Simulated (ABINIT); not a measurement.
The system is CdSe (Cadmoselite).

```xyz
4
Lattice="4.3000 0.0000 0.0000 -2.1500 3.7239 0.0000 0.0000 0.0000 7.0200" Properties=species:S:1:pos:R:3 pbc="T T T"
Cd    2.1500    1.2413    3.5100
Cd    0.0000    2.4826    0.0000
Se    2.1500    1.2413    6.2127
Se    0.0000    2.4826    2.7027
```

Base run:

| Item | Value |
| --- | --- |
| Program | ABINIT 10.8.3 (patched build) |
| Functional | HCTH407 |
| Potentials or basis | JTH PAW PBE v2.0 |
| Cutoff | 463 eV |
| k mesh | 7 × 7 × 4 |
| Occupations | fermi-dirac, width 0.05 eV |
| Spin | no spin polarisation |

Its results: band gap on the k mesh 1.07 eV, direct; largest force 0.271 eV/Å.

Task: The run is repeated on the same cell with these changes: functional from HCTH407 to PBE. What comes out?

Result: Band gap on the k mesh 0.69 eV, direct; largest force 0.285 eV/Å.

Caveats: the PAW data sets were made with another functional, which shifts forces and pressure a little (some runs).

